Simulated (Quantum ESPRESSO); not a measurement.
**KBr: single point with PBE**

The system is KBr.

```
K Br
1.0
     0.00000    3.29250    3.29250
     3.29250    0.00000    3.29250
     3.29250    3.29250    0.00000
K Br
1 1
Direct
  0.99541 0.00105 0.00888
  0.50459 0.49895 0.49112
```

| Quantity | Value |
| --- | --- |
| Program | Quantum ESPRESSO 7.5 |
| Task | single point |
| Functional | PBE |
| Potentials or basis | SSSP 1.3 efficiency PBE |
| Cutoff | 816 eV |
| Density cutoff | 6531 eV |
| k mesh | 7 × 7 × 7 |
| Occupations | fermi-dirac, width 0.05 eV |
| Spin | no spin polarisation |
| Mixing beta | 0.5 |
| Most SCF iterations | 120 |
| SCF threshold | 4e-10 Ry |

```
Pressure               : 0.8 GPa
Largest force          : 0.095 eV/Å
Band gap on the k mesh : 4.46 eV, direct
```

Forces in eV/Å, atoms in the order of the input:
```
K   -0.084 -0.036  0.029
Br   0.084  0.036 -0.029
```

Stress tensor (GPa, compression positive):
```
 0.89 -0.01  0.01
-0.01  0.81  0.00
 0.01  0.00  0.81
```

Levels at points of the mesh, in eV from the valence-band top:
| k point | band 6 | band 7 | band 8 | band 9 | band 10 | band 11 |
| --- | --- | --- | --- | --- | --- | --- |
| (0.00, 0.00, 0.00) | 0.00 | 0.00 | 0.00 | 4.46 | 7.61 | 7.61 |

Wall time 100 s on 1 thread of Intel(R) Xeon(R) 6975P-C (Granite Rapids), on a shared host, peak memory 0.48 GiB.
